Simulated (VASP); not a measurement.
# AgCl (P4mm) in VASP: a series of runs, part 3 of 3

VASP 6.6.1. Earlier steps stand in the parts before.

### 4 Single point, LDA (atom 2 (Cl) moved by (-0.600, -0.600) A along x and z)

INCAR reads:

```
SYSTEM = AgCl
PREC     = Accurate       ! precision mode
ENCUT    = 520            ! plane-wave cutoff, eV
EDIFF    = 1E-7           ! SCF threshold, eV
ISMEAR   = 0              ! smearing method
SIGMA    = 0.03           ! smearing width, eV
LREAL    = .False.        ! projectors in reciprocal space
LASPH    = .True.         ! aspherical terms in the spheres
NELM     = 60             ! most SCF steps
ALGO     = Normal         ! electronic algorithm
ISIF     = 2              ! what is computed and relaxed
LWAVE    = .False.        ! write WAVECAR
LCHARG   = .False.        ! write CHGCAR
GGA      = CA             ! functional
NBANDS   = 16             ! bands
```

KPOINTS reads:

```
regular mesh
0
Gamma
  10 10 10
  0 0 0
```

POSCAR reads:

```
AgCl
1.0
    3.4339730000      0.0000000000      0.0000000000
    0.0000000000      3.4339730000      0.0000000000
    0.0000000000      0.0000000000      3.4339730000
Ag Cl
1 1
Direct
    0.0000000000      0.0000000000      0.0000000000
    0.3252752715      0.5000000000      0.3252752715
```

Potentials or basis: VASP PAW LDA potentials, release 64 (Ag, Cl).

The run is started by

```console
$ cat potpaw_LDA.64/Ag/POTCAR potpaw_LDA.64/Cl/POTCAR > POTCAR
$ mpirun -np 1 vasp_std > vasp.out
```

OUTCAR:

```text
SYSTEM = AgCl
   PREC = Accurate
   ENCUT = 520
   EDIFF = 1E-7
   ISMEAR = 0
   LREAL = .False.
   LASPH = .True.
   NELM = 60
   ISIF = 2
   GGA = CA

 ion  position               nearest neighbor table
   1  0.000  0.000  0.000-   2 2.33   2 2.33   2 3.09   2 3.09   2 3.09   2 3.09
   2  0.325  0.500  0.325-   1 2.33   1 2.33   1 3.09   1 3.09   1 3.09   1 3.09

  LATTYP: Found a simple cubic cell.
 ALAT       =     3.4339730000

  Lattice vectors:

 A1 = (   3.4339730000,   0.0000000000,   0.0000000000)
 A2 = (   0.0000000000,   3.4339730000,   0.0000000000)
 A3 = (   0.0000000000,   0.0000000000,   3.4339730000)

Analysis of symmetry for initial positions (statically):
=====================================================================
 Subroutine PRICEL returns:
 Original cell was already a primitive cell.

 Routine SETGRP: Setting up the symmetry group for a
 simple cubic supercell.

 Subroutine GETGRP returns: Found  4 space group operations
 (whereof  4 operations were pure point group operations)
 out of a pool of 48 trial point group operations.

The static configuration has the point symmetry C_2v.

Analysis of symmetry for dynamics (positions and initial velocities):
=====================================================================
 Subroutine PRICEL returns:
 Original cell was already a primitive cell.

 Routine SETGRP: Setting up the symmetry group for a
 simple cubic supercell.

 Subroutine GETGRP returns: Found  4 space group operations
 (whereof  4 operations were pure point group operations)
 out of a pool of 48 trial point group operations.

The dynamic configuration has the point symmetry C_2v.

 Subroutine INISYM returns: Found  4 space group operations
 (whereof  4 operations are pure point group operations),
 and found     1 'primitive' translations

----------------------------------------------------------------------------------------
[... 113 lines left out ...]
     AMIX_MAG =   1.60;   BMIX_MAG =  1.00
  volume/ion in A,a.u.               =      20.25       136.63
  Fermi-wavevector in a.u.,A,eV,Ry     =   1.249402  2.361027 21.238760  1.561005
  Thomas-Fermi vector in A             =   2.383444
   LORBIT       =      0    0 simple, 1 ext, 2 COOP (PROOUT), +10 PAW based schemes
   GGA     = CA    functional components
   LHFCALC =     F    Hartree Fock is set to
   AEXX    =    0.0000 exact exchange contribution
   IVDW    =     0    specifies the selected vdW correction
   LEPSILON=     F    determine dielectric tensor
   LRPA    =     F    only Hartree local field effects (RPA)
 non-spin polarized calculation
 Gauss-broadening in eV      SIGMA  =   0.03
  energy-cutoff  :      520.00
  volume of cell :       40.49
 maximum number of plane-waves:      1108
 NGX is ok and might be reduce to    28
   NGX = 13   NGY = 13   NGZ = 13

 number of electron      18.0000003 magnetization

 Free energy of the ion-electron system (eV)
  ---------------------------------------------------
  ext. energy  EPLUGINS =         0.00000000
  ---------------------------------------------------
  free energy    TOTEN  =        -6.14852917 eV

  energy without entropy =       -6.14852917  energy(sigma->0) =       -6.14852917

 E-fermi :   4.5806     XC(G=0): -10.6676

 val. band max:        4.4058258841   @ k =   0.4000   0.0000   0.4000
 cond. band min:       4.7164066207   @ k =   0.0000   0.0000   0.0000
 fundamental gap:      0.3105807367
 Fermi energy:         4.5805700304

 k-point     1 :       0.0000    0.0000    0.0000
  band No.  band energies     occupation
      1     -11.2647      2.00000
      2      -0.2678      2.00000
      3      -0.2088      2.00000
      4      -0.0531      2.00000
      5       1.4681      2.00000
      6       1.7278      2.00000
[... 433 lines left out ...]
      3       0.1404      2.00000
      4       0.6937      2.00000
      5       1.2751      2.00000
      6       1.3532      2.00000
[... 8 lines left out ...]
     15      18.4375      0.00000
     16      19.0317      0.00000

 [... further k-points ...]

------------------------ aborting loop because EDIFF is reached ----------------------------------------

  FORCE on cell =-STRESS in cart. coord.  units (eV):
  Direction    XX          YY          ZZ          XY          YZ          ZX
  --------------------------------------------------------------------------------------
  -------------------------------------------------------------------------------------
  Total        0.4250442      3.0751517      0.4250442      0.0000000      0.0000000      1.4009172
  in kB       16.8172130    121.6708374     16.8172130      0.0000000      0.0000000     55.4284102
  external PRESSURE =      51.7684211 kB  Pullay stress =       0.0000000 kB

 VOLUME and BASIS-vectors are now :
 -----------------------------------------------------------------------------
  energy-cutoff  :      520.00
  volume of cell :       40.49
      direct lattice vectors                 reciprocal lattice vectors
     3.433973000  0.000000000  0.000000000     0.291207881  0.000000000  0.000000000
     0.000000000  3.433973000  0.000000000     0.000000000  0.291207881  0.000000000
     0.000000000  0.000000000  3.433973000     0.000000000  0.000000000  0.291207881

 POSITION                                       TOTAL-FORCE (eV/Angst)
 -----------------------------------------------------------------------------------
      0.00000      0.00000      0.00000        -1.055945      0.000000     -1.055945
      1.11699      1.71699      1.11699         1.055945      0.000000      1.055945
 -----------------------------------------------------------------------------------
    total drift:                               -0.000012     -0.000000     -0.000012

  FREE ENERGIE OF THE ION-ELECTRON SYSTEM (eV)
  ---------------------------------------------------
  free  energy   TOTEN  =        -6.1485291736 eV

  energy  without entropy=       -6.1485291736  energy(sigma->0) =       -6.14852917
```

OSZICAR:

```text
N       E                     dE             d eps       ncg     rms          rms(c)
DAV:   1     0.100926348845E+03    0.10093E+03   -0.87040E+03  6016   0.102E+03
DAV:   2    -0.289161089347E+01   -0.10382E+03   -0.95919E+02  7672   0.227E+02
DAV:   3    -0.644101125882E+01   -0.35494E+01   -0.35424E+01  6992   0.443E+01
DAV:   4    -0.646641987455E+01   -0.25409E-01   -0.25407E-01  7864   0.405E+00
DAV:   5    -0.646676396365E+01   -0.34409E-03   -0.34409E-03  7080   0.462E-01    0.964E+00
DAV:   6    -0.616899579782E+01    0.29777E+00   -0.46680E-01  7464   0.104E+01    0.673E+00
DAV:   7    -0.615446829501E+01    0.14528E-01   -0.17200E-01  6960   0.273E+00    0.281E+00
DAV:   8    -0.614885925506E+01    0.56090E-02   -0.69020E-03  7008   0.701E-01    0.482E-01
DAV:   9    -0.614853102746E+01    0.32823E-03   -0.78927E-04  7920   0.355E-01    0.429E-02
DAV:  10    -0.614852825100E+01    0.27765E-05   -0.62405E-05  6512   0.743E-02    0.201E-02
DAV:  11    -0.614852925243E+01   -0.10014E-05   -0.44748E-06  7920   0.167E-02    0.773E-03
DAV:  12    -0.614852917358E+01    0.78850E-07   -0.99055E-07  7232   0.825E-03
   1 F= -.61485292E+01 E0= -.61485292E+01  d E =-.211227E-13
```

Run time: 58 s. Hardware: 1 thread of AMD EPYC 9R45 (Zen 5), shared host; peak memory 0.2 GiB.

Results:

- Free energy: -6.1485 eV
- Pressure: 5.2 GPa
- Largest force: 1.493 eV/Å
- Band gap on the k mesh: 0.31 eV, indirect (least direct gap 1.26 eV)

Forces in eV/Å, atoms in the order of the input:
```
Ag  -1.056  0.000 -1.056
Cl   1.056  0.000  1.056
```

Caveat: forces of over 1 eV/Å show positions far from the minimum, so gaps and moduli don't describe the material at rest.

### 5 Single point, LDA (atom 2 (Cl) moved by (-0.600, -0.300) A along x and z)

INCAR reads:

```
SYSTEM = AgCl
ALGO     = Fast           ! electronic algorithm
EDIFF    = 1E-6           ! SCF threshold, eV
ENCUT    = 520            ! plane-wave cutoff, eV
GGA      = CA             ! functional
ISIF     = 2              ! what is computed and relaxed
ISMEAR   = 0              ! smearing method
LASPH    = .TRUE.         ! aspherical terms in the spheres
LCHARG   = .FALSE.        ! write CHGCAR
LREAL    = .FALSE.        ! projectors in reciprocal space
LWAVE    = .FALSE.        ! write WAVECAR
NBANDS   = 16             ! bands
NELM     = 100            ! most SCF steps
PREC     = Accurate       ! precision mode
SIGMA    = 0.03           ! smearing width, eV
```

KPOINTS reads:

```
k-points
0
G
  10 10 10
  0 0 0
```

POSCAR: that of step 4 with these lines changed.

```diff
@@ -9,2 +9,2 @@
     0.0000000000      0.0000000000      0.0000000000
-    0.3252752715      0.5000000000      0.3252752715
+    0.3252752715      0.5000000000      0.4126376358
```

The run is started by

```console
$ cat potpaw_LDA.64/Ag/POTCAR potpaw_LDA.64/Cl/POTCAR > POTCAR
$ mpirun -np 1 vasp_std > vasp.out
```

It took 1.7 min on 1 thread of AMD EPYC 9R45 (Zen 5), shared host; peak memory 0.27 GiB.

Results (log left out):

```yaml
Free_energy: -6.3726 eV
Pressure: -1.0 GPa
Largest_force: 0.510 eV/Å
Band_gap_on_the_k_mesh: 0.30 eV, indirect (least direct gap 1.43 eV)
```

Forces in eV/Å, atoms in the order of the input:
```
Ag  -0.225  0.000 -0.458
Cl   0.225  0.000  0.458
```

Stress tensor (GPa, compression positive):
```
-2.98  0.00  2.58
 0.00  1.05  0.00
 2.58  0.00 -1.16
```

Levels at points of the mesh, in eV from the valence-band top:
```tsv
k point	band 5	band 6	band 7	band 8	band 9	band 10	band 11	band 12	band 13	band 14
(0.00, 0.00, 0.00)	-2.77	-2.36	-1.40	-1.23	-1.13	0.30	7.33	8.59	13.19	13.91
(0.50, 0.00, 0.00)	-3.13	-2.42	-1.81	-0.78	-0.46	4.25	4.77	8.96	9.83	10.39
(0.00, 0.50, 0.00)	-2.89	-2.44	-2.05	-1.43	-0.23	4.86	4.88	9.54	9.69	10.79
(0.00, 0.00, 0.50)	-2.89	-2.39	-1.97	-1.21	0.00	4.56	4.85	9.29	9.42	10.93
(0.50, 0.50, 0.00)	-2.87	-2.42	-2.31	-2.08	-0.44	2.21	8.11	8.70	10.47	11.90
(0.00, 0.50, 0.50)	-3.04	-2.21	-2.19	-2.06	-0.49	1.97	8.75	8.89	9.77	11.88
(0.50, 0.00, 0.50)	-2.69	-2.67	-2.29	-2.07	-0.27	2.33	7.96	8.46	10.74	11.93
(0.50, 0.50, 0.50)	-2.08	-2.04	-1.16	-1.09	-0.61	4.03	5.06	5.13	5.90	15.23
```

A k mesh can miss the band edges.

### 6 Overview

| cell | gap on the mesh (eV) | pressure (GPa) | largest force (eV/Å) |
| --- | --- | --- | --- |
| atom 2 (Cl) moved by (-0.300, +0.000) A along x and z | 0.29 | -6.4 | 0.09 |
| atom 2 (Cl) moved by (-0.600, +0.000) A along x and z | 0.30 | -3.1 | 0.05 |
| atom 2 (Cl) moved by (-0.600, -0.600) A along x and z | 0.31 | 5.2 | 1.49 |
| atom 2 (Cl) moved by (-0.600, -0.300) A along x and z | 0.30 | -1.0 | 0.51 |

Alike in all rows: task single point; level LDA; potentials or basis VASP PAW LDA potentials, release 64 (Ag, Cl); no spin polarisation; k mesh 10 × 10 × 10; cutoff (eV) 520; smearing gaussian 0.03 eV.

Caveats: forces of over 1 eV/Å show positions far from the minimum, so gaps and moduli don't describe the material at rest (some runs).

Total energies depend on the potentials used, so only differences within one code and one set of settings carry meaning.
